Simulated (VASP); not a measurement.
Runs of VASP 6.6.1 on C. It takes space group Fd-3m (No. 227, cubic). Conventional cell: a = 3.567 Å, b = 3.567 Å, c = 3.567 Å, α = 90.00°, β = 90.00°, γ = 90.00°. C (site symmetry -43m) is surrounded by 4 C at 1.54 Å. This isn't the form of C at room conditions, which is graphite.

| task | level | cell | cutoff (eV) | smearing | grid for exact exchange (PRECFOCK) | exchange at q = 0 | share of exact exchange | screening parameter | other keys | gap on the mesh (eV) | pressure (GPa) | relaxed volume (Å³/atom) |
| --- | --- | --- | --- | --- | --- | --- | --- | --- | --- | --- | --- | --- |
| relaxation of cell and atoms | r2SCAN-EpsX | relaxed | 600 | fermi-dirac 0.05 eV | Normal | default | 0.171 | - | - | (b) | 0.0 | (a) |
| relaxation of cell and atoms | PBE0 | relaxed | 600 | fermi-dirac 0.05 eV | Fast | default | - | - | - | 6.22 | 0.0 | 5.57 |
| relaxation of cell and atoms | PBEsol0 | relaxed | 600 | fermi-dirac 0.05 eV | Fast | default | - | - | - | 6.15 | -0.1 | 5.52 |
| optical spectrum | HSE03+TS | as given | 520 | tetrahedron | Fast | - | - | - | PREC = Normal | (c) | -13.8 | - |
| relaxation of cell and atoms | HSE06 | relaxed | 600 | fermi-dirac 0.05 eV | Fast | - | - | 0.2 1/A | - | 5.47 | 0.0 | 5.57 |
| band structure | PBE0 | as given | 520 | fermi-dirac 0.05 eV | Normal | truncated | - | - | - | 6.16 | (d) | - |
| electric field gradients | PBE0+D3(BJ) | as given | 520 | gaussian 0.05 eV | Normal | default | - | - | - | 6.18 | -12.7 | - |

Alike in all rows: potentials or basis VASP PAW PBE potentials, release 64 (C); no spin polarisation; k mesh 7 × 7 × 7; the mesh is coarse, so values aren't converged.

**Question.** Estimate the missing entries.

**Answer.** (a) 5.58; (b) 5.74; (c) 5.17; (d) -7.4.

Caveats: all runs use coarse meshes; the PAW data sets were made with another functional, which shifts forces and pressure a little; an odd mesh through Γ misses points on the zone boundary, where band edges often lie (some runs); spectra need much finer meshes, so this one isn't converged (some runs); independent-particle spectra lack excitons (some runs); the mesh misses the band edges, which the band path finds closer together (some runs).

Runs at the PBE level aren't shown here.
